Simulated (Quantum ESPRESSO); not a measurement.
# Equation of state of LiH under r2SCAN

```cif
data_structure
_symmetry_space_group_name_H-M 'Fm-3m'
_symmetry_Int_Tables_number 225
_cell_length_a 4.0735
_cell_length_b 4.0735
_cell_length_c 4.0735
_cell_angle_alpha 90.000
_cell_angle_beta 90.000
_cell_angle_gamma 90.000
_cell_volume 67.59
loop_
_atom_site_label
_atom_site_type_symbol
_atom_site_symmetry_multiplicity
_atom_site_Wyckoff_symbol
_atom_site_fract_x
_atom_site_fract_y
_atom_site_fract_z
_atom_site_occupancy
Li1 Li 4 a 0.00000 0.00000 0.00000 1
H1 H 4 b 0.50000 0.00000 0.00000 1
```

The cell was scaled at fixed shape and fractions and run with Quantum ESPRESSO, SG15 PBE 1.2, cutoff 952 eV; r2SCAN, k mesh 8 × 8 × 8 on the cell of 2 atoms, fermi-dirac occupations of 0.05 eV, no spin polarisation, no spin-orbit coupling. The potentials were made for PBE. Energies are those that the program minimises, any entropy of the smearing included.

```tsv
V (Å³/atom)	energy over the lowest row (meV/atom)
7.9422	0.526
8.1112	0.000
8.2802	?
8.4492	1.270
8.6181	2.929
8.7871	5.200
8.9561	8.035
```

Question: Fit the third-order Birch-Murnaghan form, give V0, B0 and B′, and predict the energy left open.

Answer: With y = (V0/V)^(2/3), E = E0 + (9 V0 B0/16) [(y - 1)³ B′ + (y - 1)² (6 - 4y)]. Least squares through the rows shown give V0 = 8.1360 Å³/atom, E0 = -0.007 meV, B0 = 35.72 GPa (1 eV/Å³ = 160.218 GPa) and B′ = 3.21, with a largest miss of 0.003 meV. At V = 8.2802 the form with these constants gives 0.271 meV; the run gave 0.270 meV an atom. Measured volume: 8.508 Å³/atom (a printed reference work), so the fit lies -4.4 % from it. The runs are for a static lattice.
